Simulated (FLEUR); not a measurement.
ZnS: equation of state with PBEsol

**Measured values to compare with.**

From “Electronic, vibrational, and thermodynamic properties of ZnS (zincblende and rocksalt structure)”, 2009, arxiv:0911.5022, for a bulk crystal of ZnS: bulk modulus 76.9 GPa.

ZnS:

```
Zn S
1.0
     0.00000    2.70200    2.70200
     2.70200    0.00000    2.70200
     2.70200    2.70200    0.00000
Zn S
1 1
Direct
  0.75000 0.75000 0.75000
  0.00000 0.00000 0.00000
```

```json
{
  "Program": "FLEUR MaX-R8.1 (later development tree)",
  "Task": "equation of state",
  "Functional": "PBEsol",
  "Potentials or basis": "all-electron",
  "Basis": "FLAPW",
  "Kmax": "5.27 1/bohr",
  "k mesh": "9 × 9 × 9",
  "Occupations": "fermi-dirac, width 0.05 eV",
  "Spin": "no spin polarisation",
  "Gmax": "16.3 1/bohr",
  "Muffin-tin radii": "Zn 2.11, S 1.86 bohr",
  "lmax": "Zn 9, S 8",
  "Local orbitals a species": "Zn 6, S 4"
}
```

```
Equilibrium volume                      : 19.21 Å³/atom
Bulk modulus                            : 79 GPa
Pressure derivative of the bulk modulus : 4.5 (rough: it moves with the points fitted)
```

Energy against volume, from the lowest point:
```
volume (Å³/atom)  energy (meV/atom)
          18.543               5.15
          18.938               0.00
          19.727               2.19
          20.516              18.24
          20.910              30.57
```

Measured bulk modulus of ZnS: 76.9 GPa (quoted in “Electronic, vibrational, and thermodynamic properties of ZnS (zincblende and rocksalt structure)”, 2009, arxiv:0911.5022). This calculation gives 79 GPa (+2.6 %). The fit is for a static lattice scaled at fixed shape and fixed fractional positions.
